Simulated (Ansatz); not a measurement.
**KCl with a K vacancy, one structure, two calculations**

Cell: a supercell of KCl (CsCl type, Pm-3m) built from a Materials Project structure (computed, not necessarily an observed phase), with the ions relaxed around the defect (PBE).

Space group Fm-3m (No. 225); a = 15.3568 Å.

| site | Wyckoff | site symmetry | x | y | z |
| --- | --- | --- | --- | --- | --- |
| K1 | 24d | m.mm | 0.0000 | 0.2500 | 0.2500 |
| K4 | 8c | -43m | 0.2500 | 0.2500 | 0.2500 |
| K7 | 24e | 4m.m | 0.2339 | 0.5000 | 0.5000 |
| K11 | 4b | m-3m | 0.5000 | 0.5000 | 0.5000 |
| Cl16 | 32f | .3m | 0.1292 | 0.1292 | 0.1292 |
| Cl20 | 32f | .3m | 0.3753 | 0.3753 | 0.3753 |

One atom of each set is listed; the run and its k-mesh use a cell of 31 atoms with edges of 10.86, 10.86, 10.86 Å.

First run. All values are calculated (Ansatz; DFT, PBE, plane waves and PAW, scalar-relativistic, 420 eV cutoff, Γ-centred 2×2×2 k-points, Fermi–Dirac smearing 0.01 eV, cell charge -1), not measured.

| site | V_zz (10²¹ V/m²) | η |
| --- | --- | --- |
| K1 | -0.20 | 0.84 |
| K7 | -0.19 | 0.00 |
| Cl16 | -1.26 | 0.00 |
| Cl20 | -0.49 | 0.00 |

Second run. The same atoms and settings, except that the functional is r2SCAN and the cutoff is 500 eV.

(1) What does the second run give?

Results:

(1) 

```
site   V_zz     η  change of V_zz
  K1  -0.20  0.70            0.00
  K7  -0.21  0.00           -0.02
Cl16  -1.13  0.00           +0.13
Cl20  -0.50  0.00           -0.01
```

The largest change of V_zz is on Cl16, from -1.26 to -1.13. In per cent, |V_zz| changes by -10 on Cl (all sites that start above 0.5). Sites without a gradient aren't listed.

The defect repeats with the cell of 31 atoms, so it feels its images: sites between two images don't show the values beside a lone defect, and zeros or small values of η there can come from the images' arrangement. A uniform background compensates the cell's charge.
